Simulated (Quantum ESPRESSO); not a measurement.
# W (Fm-3m) in Quantum ESPRESSO: further runs, part 2 of 2

Quantum ESPRESSO 7.5.

**3. Phonons, PBEsol**

Contents of pw.in:

```
&CONTROL
  calculation = 'scf'
  prefix = 'pwscf'
  outdir = './tmp'
  pseudo_dir = './pseudo'
  tprnfor = .true.
  tstress = .true.
  disk_io = 'low'
/
&SYSTEM
  ibrav = 0
  A = 2.87085353
  nat = 1
  ntyp = 1
  ecutwfc = 74
  nbnd = 13
  occupations = 'smearing'
  smearing = 'mv'
  degauss = 0.01469973
/
&ELECTRONS
  conv_thr = 2d-10
  electron_maxstep = 120
  mixing_beta = 0.5
/
ATOMIC_SPECIES
W    183.8400 W.upf
CELL_PARAMETERS alat
   0.0000000000    0.7071067816    0.7071067816
   0.7071067816    0.0000000000    0.7071067816
   0.7071067816    0.7071067816    0.0000000000
ATOMIC_POSITIONS alat
W      0.0000000000    0.0000000000    0.0000000000
K_POINTS automatic
11 11 11 0 0 0
```

Contents of scf2.in:

```
&CONTROL
  calculation = 'scf'
  prefix = 'pwscf'
  outdir = './tmp'
  pseudo_dir = './pseudo'
  tprnfor = .true.
  tstress = .true.
  disk_io = 'low'
/
&SYSTEM
  ibrav = 0
  A = 2.87085353
  nat = 1
  ntyp = 1
  ecutwfc = 74
  nbnd = 13
  occupations = 'smearing'
  smearing = 'mv'
  degauss = 0.01469973
/
&ELECTRONS
  conv_thr = 1d-13
  electron_maxstep = 120
  mixing_beta = 0.5
  startingpot = 'file'
  startingwfc = 'file'
/
ATOMIC_SPECIES
W    183.8400 W.upf
CELL_PARAMETERS alat
   0.0000000000    0.7071067816    0.7071067816
   0.7071067816    0.0000000000    0.7071067816
   0.7071067816    0.7071067816    0.0000000000
ATOMIC_POSITIONS alat
W      0.0000000000    0.0000000000    0.0000000000
K_POINTS automatic
11 11 11 0 0 0
```

Contents of ph.in:

```
phonons of W
&INPUTPH
  prefix = 'pwscf'
  outdir = './tmp'
  tr2_ph = 1d-18
  fildyn = 'dyn'
  niter_ph = 90
  alpha_mix(1) = 0.4
/
0.0000000000 0.7071067812 0.0000000000
```

Potentials or basis: PseudoDojo 0.4.1 SR PBEsol standard.

Started as:

```
$ OMP_NUM_THREADS=1 pw.x -in pw.in > pw.out
$ OMP_NUM_THREADS=1 pw.x -in scf2.in > scf2.out
$ OMP_NUM_THREADS=1 ph.x -in ph.in > ph.out
```

pw.out:

```text
This program is part of the open-source Quantum ESPRESSO suite
     for quantum simulation of materials; please cite
[... 9 lines left out ...]
     --------------------
     sticks:   dense  smooth     PW     G-vecs:    dense   smooth      PW
     Sum         595     595    199                 9721     9721    1759

     Using Slab Decomposition

     bravais-lattice index     =            0
     lattice parameter (alat)  =       5.4251  a.u.
     unit-cell volume          =     112.9054 (a.u.)^3
     number of atoms/cell      =            1
     number of atomic types    =            1
     number of electrons       =        14.00
     number of Kohn-Sham states=           13
     kinetic-energy cutoff     =      74.0000  Ry
     charge density cutoff     =     296.0000  Ry
     scf convergence threshold =      2.0E-10
     mixing beta               =       0.5000
     number of iterations used =            8  plain     mixing
     Exchange-correlation= PBESOL
                           (   1   4  10   8   0   0   0)

     celldm(1)=   5.425127  celldm(2)=   0.000000  celldm(3)=   0.000000
     celldm(4)=   0.000000  celldm(5)=   0.000000  celldm(6)=   0.000000

     crystal axes: (cart. coord. in units of alat)
               a(1) = (   0.000000   0.707107   0.707107 )
               a(2) = (   0.707107   0.000000   0.707107 )
               a(3) = (   0.707107   0.707107   0.000000 )

     reciprocal axes: (cart. coord. in units 2 pi/alat)
               b(1) = ( -0.707107  0.707107  0.707107 )
               b(2) = (  0.707107 -0.707107  0.707107 )
               b(3) = (  0.707107  0.707107 -0.707107 )

     PseudoPot. # 1 for W  read from file:
     W.upf
     Pseudo is Norm-conserving + core correction, Zval = 14.0
     Generated using ONCVPSP code by D. R. Hamann
     Using radial grid of 1396 points,  8 beta functions with:
                l(1) =   0
                l(2) =   0
                l(3) =   1
                l(4) =   1
                l(5) =   2
                l(6) =   2
                l(7) =   3
                l(8) =   3

     atomic species   valence    mass     pseudopotential
     W                14.00   183.84000     W ( 1.00)

     48 Sym. Ops., with inversion, found

   Cartesian axes

     site n.     atom                  positions (alat units)
         1        W      tau(   1) = (   0.0000000   0.0000000   0.0000000  )

     number of k points=    56  Marzari-Vanderbilt smearing, width (Ry)=  0.0147
                       cart. coord. in units 2pi/alat
        k(    1) = (   0.0000000   0.0000000   0.0000000), wk =   0.0015026
        k(    2) = (   0.0642824   0.0642824  -0.0642824), wk =   0.0120210
        k(    3) = (   0.1285649   0.1285649  -0.1285649), wk =   0.0120210
        k(    4) = (   0.1928473   0.1928473  -0.1928473), wk =   0.0120210
        k(    5) = (   0.2571297   0.2571297  -0.2571297), wk =   0.0120210
        k(    6) = (   0.3214122   0.3214122  -0.3214122), wk =   0.0120210
[... 48 lines left out ...]
        k(   55) = (  -0.0642824  -0.4499770   0.7071068), wk =   0.0360631
        k(   56) = (   0.0000000  -0.3856946   0.6428243), wk =   0.0360631

     Dense  grid:     9721 G-vectors     FFT dimensions: (  30,  30,  30)

     Initial potential from superposition of free atoms

     starting charge      13.9995, renormalised to      14.0000
     Starting wfcs are   10 randomized atomic wfcs +    3 random wfcs

     Self-consistent Calculation

     iteration #  1     ecut=    74.00 Ry     beta= 0.50
     Davidson diagonalization with overlap
     ethr =  1.00E-02,  avg # of iterations =  4.7

     Threshold (ethr) on eigenvalues was too large:
     Diagonalizing with lowered threshold

     Davidson diagonalization with overlap
     ethr =  2.68E-04,  avg # of iterations =  2.3

     total energy              =    -151.62073710 Ry
     estimated scf accuracy    <       0.03863132 Ry
[... 43 lines left out ...]
     iteration #  8     ecut=    74.00 Ry     beta= 0.50
     Davidson diagonalization with overlap
     ethr =  2.18E-12,  avg # of iterations =  2.1

     End of self-consistent calculation

          k = 0.0000 0.0000 0.0000 (  1243 PWs)   bands (ev):

   -53.1163 -16.7607 -16.7607 -16.7607  11.6705  20.0288  20.0288  20.0288
    23.0597  23.0597  33.3588  38.4007  38.4007

          k = 0.0643 0.0643-0.0643 (  1239 PWs)   bands (ev):
[... 171 lines left out ...]
   -52.9869 -17.7465 -17.1904 -17.1393  15.4041  16.3510  22.6789  24.9498
    26.0451  27.2455  30.7732  32.8564  33.9108

          k = 0.2571 0.1286 0.0000 (  1215 PWs)   bands (ev):

   -53.0712 -17.1864 -16.9145 -16.8360  13.7816  18.6114  20.4683  21.1838
    21.8035  23.8476  35.6881  37.1097  39.3785

          k = 0.3214 0.1928-0.0643 (  1220 PWs)   bands (ev):
[... 11 lines left out ...]
   -53.0112 -17.7407 -17.0717 -16.9499  15.9481  18.7314  20.0310  20.6580
    25.0339  26.9877  30.2349  35.0268  37.9391

          k = 0.3857 0.1286 0.0000 (  1230 PWs)   bands (ev):

   -53.0380 -17.4193 -17.0292 -16.9509  15.2637  17.6945  19.7689  22.4631
    22.5136  24.9278  35.5771  37.8685  38.3119

          k = 0.4500 0.1928-0.0643 (  1225 PWs)   bands (ev):
[... 21 lines left out ...]
   -53.0260 -17.5101 -17.1437 -16.9130  16.1313  18.1904  19.0092  21.8016
    22.6575  26.3987  33.6657  37.2319  37.2488

          k = 0.5143 0.1286 0.0000 (  1216 PWs)   bands (ev):

   -53.0074 -17.6073 -17.1331 -17.0704  15.8597  16.9626  20.2563  23.7080
    24.2435  26.1378  33.3717  34.9450  37.2042

          k =-0.1286-0.5143 0.6428 (  1206 PWs)   bands (ev):
[... 41 lines left out ...]
   -52.9878 -17.5014 -17.4435 -17.1415  16.9504  18.1234  19.0307  21.9771
    25.8994  29.4791  31.1137  32.2074  35.8078

     the Fermi energy is    20.5709 ev

!    total energy              =    -151.62483536 Ry
     estimated scf accuracy    <          3.3E-11 Ry
     smearing contrib. (-TS)   =       0.00013323 Ry
     internal energy E=F+TS    =    -151.62496859 Ry

     The total energy is F=E-TS. E is the sum of the following terms:
     one-electron contribution =     -18.46834033 Ry
     hartree contribution      =      16.84102257 Ry
     xc contribution           =     -32.87053585 Ry
     ewald contribution        =    -117.12711499 Ry

     convergence has been achieved in   8 iterations

     Forces acting on atoms (cartesian axes, Ry/au):

     atom    1 type  1   force =     0.00000000    0.00000000    0.00000000

     Total force =     0.000000     Total SCF correction =     0.000000

     Computing stress (Cartesian axis) and pressure

          total   stress  (Ry/bohr**3)                   (kbar)     P=     -124.62
  -0.00084714   0.00000000   0.00000000         -124.62        0.00        0.00
   0.00000000  -0.00084714   0.00000000            0.00     -124.62        0.00
   0.00000000   0.00000000  -0.00084714            0.00        0.00     -124.62

=------------------------------------------------------------------------------=
   JOB DONE.
=------------------------------------------------------------------------------=
```

Wall time 4.3 min (1 thread of Arm Neoverse V1, shared host); peak memory 0.09 GiB.

What came out:

| Quantity | Value |
| --- | --- |
| Free energy | -2062.9610 eV |
| Pressure after relaxing | -12.5 GPa |
| Band gap on the k mesh | none (metal or under the smearing width) |
| Highest phonon frequency at the q point run | 172 cm⁻¹ |

Levels at points of the mesh, in eV from the Fermi level:
| k point | band 3 | band 4 | band 5 | band 6 | band 7 | band 8 | band 9 | band 10 | band 11 | band 12 |
| --- | --- | --- | --- | --- | --- | --- | --- | --- | --- | --- |
| (0.00, 0.00, 0.00) | -37.33 | -37.33 | -8.90 | -0.54 | -0.54 | -0.54 | 2.49 | 2.49 | 12.79 | 17.83 |

Phonon frequencies in cm⁻¹ (negative: imaginary):
```csv
q point,frequencies
"(0.500, 0.000, 0.500)",87 87 172
```

Phonon modes at q = (0.500, 0.000, 0.500) in reciprocal lattice units:
| mode | symmetry | cm⁻¹ |
| --- | --- | --- |
| 1 | E_u | 87 |
| 2 | E_u | 87 |
| 3 | A_2u | 172 |

Caveat: the cell is more than 3 GPa from zero pressure, which shifts response properties; the q point doesn't lie on the k mesh, which can shift a metal's frequencies strongly unless the mesh is converged. The run has no spin-orbit coupling, so splittings on W are missing.
